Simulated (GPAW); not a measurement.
Runs of GPAW 26.7.0 on Mg. The structure is hexagonal, space group P6_3/mmc (No. 194). The conventional cell has a = 3.209 Å, b = 3.209 Å, c = 5.210 Å, α = 90.00°, β = 90.00°, γ = 120.00°. Around Mg (site symmetry -6m2) lie 12 Mg at 3.20 to 3.21 Å. 

```tsv
task	level	potentials or basis	cell	k mesh	cutoff (eV)	maxiter	optimizer	fmax	max steps	target pressure	mesh quality	gap on the mesh (eV)	pressure (GPa)	relaxed volume (Å³/atom)
relaxation of cell and atoms	PBE	GPAW PAW data sets (gpaw-data 1.2.1), pw	relaxed	7 × 7 × 4	800	150	BFGS	0.01 eV/Å	60	-	not flagged	none	0.0	(a)
single point	HSE06	GPAW PAW data sets (gpaw-data 1.2.1), pw	as given	4 × 4 × 2	600	60	-	-	-	-	coarse	none	-	-
relaxation of cell and atoms	PBE+D3	GPAW PAW data sets (gpaw-data 1.2.1), pw	relaxed	7 × 7 × 4	800	150	BFGS	0.02 eV/Å	40	-	not flagged	none	0.0	22.27
relaxation of cell and atoms	RPBE	the program's PAW data sets (release 1.2.1) made for this functional, pw	relaxed to 20 GPa	7 × 7 × 4	800	150	FIRE	0.01 eV/Å	40	20 GPa	not flagged	none	20.0	-
band structure	LDA	the program's PAW data sets (release 1.2.1) made for this functional, pw	as given	7 × 7 × 4	800	150	-	-	-	-	not flagged	-	-2.3	-
```

Alike in all rows: no spin polarisation; smearing fermi-dirac 0.05 eV.

Q: Fill in the values left out.

A: (a) 23.08.

Caveats: some runs use coarse meshes; later steps reuse the first step's grids (some runs); exact exchange converges slowly with the k mesh, and this mesh is small (some runs); the PAW data sets were made with another functional, which shifts forces and pressure a little (some runs); pairwise dispersion overbinds metals, which lowers pressure and volume (some runs); the volume moved by over 15 % at a fixed basis, so the end points are rough (some runs).

A gap of «none» marks a metal or a gap under the smearing width.
